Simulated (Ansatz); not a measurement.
Ga:

```xyz
2
Lattice="2.7784 0.0000 0.0000 0.0000 3.2816 0.0000 -1.3434 0.0000 3.9903" Properties=species:S:1:pos:R:3 pbc="T T T"
Ga   -0.6607    2.4612    3.0732
Ga    2.0957    0.8204    0.9171
```

This isn't the form of Ga at room conditions, which is orthorhombic.

| Item | Value |
| --- | --- |
| Program | Ansatz 0.2.0 |
| Task | relaxation of cell and atoms |
| Functional | LDA |
| Potentials or basis | Ansatz PAW |
| Cutoff | 420 eV (not typed: the program's choice for these potentials) |
| k mesh | 10 × 8 × 7 |
| Occupations | fermi-dirac, width 0.05 eV |
| Spin | no spin polarisation |

At the start: volume 18.19 Å³/atom.

Question: Where does the relaxation end?

Answer: It ends after 5 steps and the volume is 17.37 Å³/atom (-4.5 %); space group P2_1/m (No. 11, to 0.05 Å).

The path:
```
step  energy change (eV)  largest force (eV/Å)  volume (Å³)
   1              0.0000                0.0645        36.38
   2             -0.0183                0.0118        34.56
   3             -0.0187                0.0110        34.74
   4             -0.0188                0.0069        34.73
   5             -0.0185                0.0069        34.73
```

Final structure:
```xyz
2
Lattice="2.7471 0.0000 -0.0223 0.0000 3.1837 0.0000 -1.3603 0.0000 3.9822" Properties=species:S:1:pos:R:3 pbc="T T T"
Ga   -0.6916    2.3878    3.0573
Ga    2.0783    0.7959    0.9025
```

Caveat: the plane-wave basis is chosen anew once the cell has moved, so the energies of steps on either side of that aren't comparable; the PAW data sets come from PBE, with cores solved anew for the run's functional, which leaves a small shift of forces and pressure.
